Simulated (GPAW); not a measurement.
Band structure of BeO (P6_3mc, 4 atoms in the cell).

```xyz
4
Lattice="2.6673 0.0000 0.0000 -1.3337 2.3100 0.0000 0.0000 0.0000 4.3323" Properties=species:S:1:pos:R:3 pbc="T T T"
Be     0.0000     1.5400     0.0007
Be     1.3337     0.7700     2.1668
O      0.0000     1.5400     1.6347
O      1.3337     0.7700     3.8009
```

Level of theory: PBE, GPAW PAW datasets PBE (gpaw-data 1.0.1) (plane waves; GPAW).

Settings: mode = pw; ecut = 950 eV; xc = PBE; kpts = 7 7 4; mesh shift (steps) = 0 0 0; occupations.name = fermi-dirac; occupations.width = 0 eV; nbands = -8; convergence.density = 1e-05 e/electron; convergence.energy = 1e-05 eV/electron; convergence.bands = -6; symmetry.symmorphic = false; symmetry.tolerance = 0.0005; maxiter = 150.

The starting cell comes from a database of computed structures (which also holds hypothetical and non-ambient phases and stackings), without a prior relaxation at this level. Its lattice was rescaled by a random factor within 2.5 % of one.

Task: Predict the gap along the standard path and the places of the band edges.

Result: The gap along the path is 7.97 eV, direct at Γ to within 0.01 eV.

Levels in eV from the top of the valence band on the SCF mesh, bands 5 to 12:
```csv
point,5,6,7,8,9,10,11,12
Γ,-1.04,-0.02,-0.02,0.00,7.97,11.98,14.53,14.53
M,-3.51,-2.76,-2.06,-0.96,9.93,10.40,13.80,15.46
K,-3.80,-3.02,-2.49,-2.49,9.15,13.14,14.85,14.85
A,-0.55,-0.55,-0.55,-0.55,10.21,10.21,14.94,14.94
L,-1.94,-1.94,-1.80,-1.80,9.19,9.19,14.89,14.89
H,-4.55,-4.55,-1.34,-1.34,11.84,11.84,12.36,12.36
```
